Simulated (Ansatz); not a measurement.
**Ni (Nickel): how the settings move a single-point run**

Question: which choices in the input matter for Ni (Nickel)?

Program: Ansatz 0.2.0. Level of theory: reference: DFT, LDA, PAW with Ansatz's default frozen-core files, scalar-relativistic. These are calculated values, not measurements.

### 1 The structure to begin with

Symmetry: Fm-3m, No. 225, cubic system. Conventional cell: a = 3.524 Å, b = 3.524 Å, c = 3.524 Å, α = 90.00°, β = 90.00°, γ = 90.00°. Around Ni (site symmetry m-3m) lie 12 Ni at 2.49 Å.

As a file:

```cif
data_structure
_symmetry_space_group_name_H-M 'P 1'
_symmetry_Int_Tables_number 1
_cell_length_a 2.4918
_cell_length_b 2.4918
_cell_length_c 3.5239
_cell_angle_alpha 90.000
_cell_angle_beta 90.000
_cell_angle_gamma 90.000
_cell_volume 21.88
loop_
_atom_site_label
_atom_site_type_symbol
_atom_site_fract_x
_atom_site_fract_y
_atom_site_fract_z
_atom_site_occupancy
Ni1 Ni 0.00000 0.00000 0.00000 1
Ni2 Ni 0.50000 0.50000 0.50000 1
```

### 2 Baseline

input.yaml

```yaml
crystal:
  lattice:
    - [0.0, -1.761935, 1.761935]
    - [0.0, 1.761935, 1.761935]
    - [-3.52387, 0.0, 0.0]
  atoms:
    - { symbol: Ni, position: [0.0, 0.0, 0.0] }
    - { symbol: Ni, position: [0.5, 0.5, 0.5] }
kpoints:
  mp_grid: { grid: [12, 12, 9] }
scf:
  occupations: { method: fermi_dirac, width: 0.1 }
  lower_state_search: "off"
hamiltonian:
  xc: lda
  pseudopotentials: { kind: paw }
output:
  forces: true
  stress: true
  eigenvalues: true
  write_density: true
  write_potential: true
  elf: true
  volumetric_format: npy
```

On the command line:

```bash
> ansatz run input.yaml --threads 1 --pin off --max-ram 3072MiB --backend cpu --events-out ev --progress --plain --runs-dir out
```

### 3 Changing settings: hubbard.sites [{species: Ni, l: d, u_eff: 2.0}], hubbard.double_counting fll

input.yaml: that of step 2 with these lines changed.

```diff
@@ -16,2 +16,3 @@
   pseudopotentials: { kind: paw }
+  hubbard: { sites: [{ species: Ni, l: d, u_eff: 2.0 }], double_counting: fll }
 output:
```

Q: Predict the outcome of this session. Wanted: for each run, ending; energy change; pressure; gap; force.

As calculated:

```tsv
run	ending	energy change	pressure (GPa)	gap (eV)	force (eV/Å)	cycles	time
reference	converged	0	-18.4	0.00	0.00	6	4.5 s
1: hubbard.sites [{species: Ni, l: d, u_eff: 2.0}], hubbard.double_counting fll	converged	+1.01 eV/atom (U changed: no physical gain or loss)	-18.8	0.00	0.00	8	8.6 s
```

Residual by cycle in the longest SCF loop of each run; runs are numbered as in the table. The quantity is the density residual dr2, in eV.

```tsv
cycle	reference	run 1
1	0.069	0.231
2	0.00778	0.0192
3	7.5e-5	0.179
4	4.8e-7	0.0109
5	3.2e-8	0.00137
6	2.8e-9	5.4e-6
7	-	7.7e-9
8	-	9.6e-10
```

**Reading.** Changing the Hubbard U moves the energy by +1.01 eV/atom, and the pressure goes from -18.4 to -18.8 GPa. The U term adds an energy of its own, so the shift says nothing about which run is better. Cost: 8 SCF cycles against 6, 8.6 s against 4.5 s. A changed U is a change of model: its shifts are not errors of convergence. The structure is not at rest: the sound run finds -18 GPa, so these are no properties of the relaxed crystal. 

Real Ni is ferromagnetic; without spin these runs don't describe its ground state.
